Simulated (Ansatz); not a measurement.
Input and command of a calculation in Ansatz (plane waves; scalar-relativistic PAW potentials unless the input names others):

```yaml
crystal:
  lattice:
    - [6.451812862, 0.0, 0.0]
    - [0.0, 3.6224438893, 0.0]
    - [0.0, 0.0, 5.0878923477]
  atoms:
    - { symbol: Ti, position: [0.6761122807, 0.25, 0.3705866206] }
    - { symbol: Ti, position: [0.3238877193, 0.75, 0.6294133794] }
    - { symbol: Ti, position: [0.8238877193, 0.75, 0.8705866206] }
    - { symbol: Ti, position: [0.1761122807, 0.25, 0.1294133794] }
    - { symbol: Si, position: [0.54412113, 0.25, 0.8536272412] }
    - { symbol: Si, position: [0.45587887, 0.75, 0.1463727588] }
    - { symbol: Si, position: [0.95587887, 0.75, 0.3536272412] }
    - { symbol: Si, position: [0.04412113, 0.25, 0.6463727588] }
basis:
  ecutwfc: 420
kpoints:
  mp_grid: { grid: [6, 12, 8] }
hamiltonian:
  xc: pbesol
scf:
  occupations: { method: gaussian, width: 0.15 }
  conv_thr: 60
  max_iter: 60
output:
  forces: true
  eigenvalues: true
  stress: true
```

```bash
ansatz run input.yaml --threads 2 --pin off --max-ram 5120MiB --backend cpu --events-out ev --progress --plain --runs-dir out
```

What will the program do with this input?

The program refuses it, because of a keyword of another program (scf.conv_thr: not typed → 60). Without that key it is accepted.

Abridged log:
```
Error: YAML parse error: error: line 23 column 3: unknown field `conv_thr`, expected one of max_iter, algorithm, n_extra_bands, self_checks, convergence, lower_state_search, omitted_lower_state_checks, lower_solution_reach, mixing, occupations, eigensolver, initial_density, exx
  --> <input>:23:3
   |
21 | scf:
22 |   occupations: { method: gaussian, width: 0.15 }
23 |   conv_thr: 60
   |   ^ unknown field `conv_thr`, expected one of max_iter, algorithm, n_extra_bands, self_checks, convergence, lower_state_search, omitted_lower_state_checks, lower_solution_reach, mixing, occupations, eigensolver, initial_density, exx
24 |   max_iter: 60
25 | output:
   |
```